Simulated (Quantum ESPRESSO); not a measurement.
Write the native input for Quantum ESPRESSO 7.5 that does the following.

```yaml
Task: band structure
Functional: LDA
Potentials_or_basis: PseudoDojo 0.4.1 SR LDA standard
Cutoff: 1034 eV
Density_cutoff: 4136 eV
k_mesh: 12 × 12 × 12
Occupations: fermi-dirac, width 0.05 eV
Spin: no spin polarisation
Form_of_the_LDA_correlation: PW92
Mixing_beta: 0.5
Most_SCF_iterations: 120
SCF_threshold: 2e-10 Ry
```

Crystal: Pt.

```
Pt
1.0
     0.00000    1.96090    1.96090
     1.96090    0.00000    1.96090
     1.96090    1.96090    0.00000
Pt
1
Direct
  0.00000 0.00000 0.00000
```

One way to write it, as run:

pw.in

```
&CONTROL
  calculation = 'scf'
  prefix = 'pwscf'
  outdir = './tmp'
  pseudo_dir = './pseudo'
  tprnfor = .true.
  tstress = .true.
  disk_io = 'low'
/
&SYSTEM
  ibrav = 0
  nat = 1
  ntyp = 1
  ecutwfc = 76
  nbnd = 15
  occupations = 'smearing'
  smearing = 'fd'
  degauss = 0.00367493
/
&ELECTRONS
  conv_thr = 2d-10
  electron_maxstep = 120
  mixing_beta = 0.5
/
ATOMIC_SPECIES
Pt   195.0840 Pt.upf
CELL_PARAMETERS angstrom
   0.0000000000    1.9609000000    1.9609000000
   1.9609000000    0.0000000000    1.9609000000
   1.9609000000    1.9609000000    0.0000000000
ATOMIC_POSITIONS angstrom
Pt     0.0000000000    0.0000000000    0.0000000000
K_POINTS automatic
12 12 12 0 0 0
```

bands.in

```
&CONTROL
  calculation = 'bands'
  prefix = 'pwscf'
  outdir = './tmp'
  pseudo_dir = './pseudo'
  disk_io = 'low'
  verbosity = 'high'
/
&SYSTEM
  ibrav = 0
  nat = 1
  ntyp = 1
  ecutwfc = 76
  nbnd = 15
  occupations = 'smearing'
  smearing = 'fd'
  degauss = 0.00367493
/
&ELECTRONS
  conv_thr = 1d-08
  electron_maxstep = 120
  mixing_beta = 0.5
  diago_full_acc = .true.
/
ATOMIC_SPECIES
Pt   195.0840 Pt.upf
CELL_PARAMETERS angstrom
   0.0000000000    1.9609000000    1.9609000000
   1.9609000000    0.0000000000    1.9609000000
   1.9609000000    1.9609000000    0.0000000000
ATOMIC_POSITIONS angstrom
Pt     0.0000000000    0.0000000000    0.0000000000
K_POINTS crystal
60
 0.0000000000  0.0000000000  0.0000000000 1
 0.0625000000  0.0000000000  0.0625000000 1
 0.1250000000  0.0000000000  0.1250000000 1
 0.1875000000  0.0000000000  0.1875000000 1
 0.2500000000  0.0000000000  0.2500000000 1
 0.3125000000  0.0000000000  0.3125000000 1
 0.3750000000  0.0000000000  0.3750000000 1
 0.4375000000  0.0000000000  0.4375000000 1
 0.5000000000  0.0000000000  0.5000000000 1
 0.5000000000  0.0625000000  0.5625000000 1
 0.5000000000  0.1250000000  0.6250000000 1
 0.5000000000  0.1875000000  0.6875000000 1
 0.5000000000  0.2500000000  0.7500000000 1
 0.4375000000  0.3125000000  0.7500000000 1
 0.3750000000  0.3750000000  0.7500000000 1
 0.3375000000  0.3375000000  0.6750000000 1
 0.3000000000  0.3000000000  0.6000000000 1
 0.2625000000  0.2625000000  0.5250000000 1
 0.2250000000  0.2250000000  0.4500000000 1
 0.1875000000  0.1875000000  0.3750000000 1
 0.1500000000  0.1500000000  0.3000000000 1
 0.1125000000  0.1125000000  0.2250000000 1
 0.0750000000  0.0750000000  0.1500000000 1
 0.0375000000  0.0375000000  0.0750000000 1
 0.0000000000  0.0000000000  0.0000000000 1
 0.0625000000  0.0625000000  0.0625000000 1
 0.1250000000  0.1250000000  0.1250000000 1
 0.1875000000  0.1875000000  0.1875000000 1
 0.2500000000  0.2500000000  0.2500000000 1
 0.3125000000  0.3125000000  0.3125000000 1
 0.3750000000  0.3750000000  0.3750000000 1
 0.4375000000  0.4375000000  0.4375000000 1
 0.5000000000  0.5000000000  0.5000000000 1
 0.5250000000  0.4500000000  0.5250000000 1
 0.5500000000  0.4000000000  0.5500000000 1
 0.5750000000  0.3500000000  0.5750000000 1
 0.6000000000  0.3000000000  0.6000000000 1
 0.6250000000  0.2500000000  0.6250000000 1
 0.5833333333  0.2500000000  0.6666666667 1
 0.5416666667  0.2500000000  0.7083333333 1
 0.5000000000  0.2500000000  0.7500000000 1
 0.5000000000  0.2857142857  0.7142857143 1
 0.5000000000  0.3214285714  0.6785714286 1
 0.5000000000  0.3571428571  0.6428571429 1
 0.5000000000  0.3928571429  0.6071428571 1
 0.5000000000  0.4285714286  0.5714285714 1
 0.5000000000  0.4642857143  0.5357142857 1
 0.5000000000  0.5000000000  0.5000000000 1
 0.4821428571  0.4821428571  0.5357142857 1
 0.4642857143  0.4642857143  0.5714285714 1
 0.4464285714  0.4464285714  0.6071428571 1
 0.4285714286  0.4285714286  0.6428571429 1
 0.4107142857  0.4107142857  0.6785714286 1
 0.3928571429  0.3928571429  0.7142857143 1
 0.3750000000  0.3750000000  0.7500000000 1
 0.6250000000  0.2500000000  0.6250000000 1
 0.5937500000  0.1875000000  0.5937500000 1
 0.5625000000  0.1250000000  0.5625000000 1
 0.5312500000  0.0625000000  0.5312500000 1
 0.5000000000  0.0000000000  0.5000000000 1
```

Potentials or basis: PseudoDojo 0.4.1 SR LDA standard.

Run with:

```console
$ OMP_NUM_THREADS=1 pw.x -in pw.in > pw.out
$ OMP_NUM_THREADS=1 pw.x -in bands.in > bands.out
```

Results of the run:

* Pressure: -7.4 GPa
* Band gap on the k mesh: none (metal or under the smearing width)

Caveat: spin-orbit coupling is left out, which moves the levels of the heavy elements.

Run time: 25 s on 1 thread of Arm Neoverse V1, with other jobs on the host, peak memory 0.09 GiB.
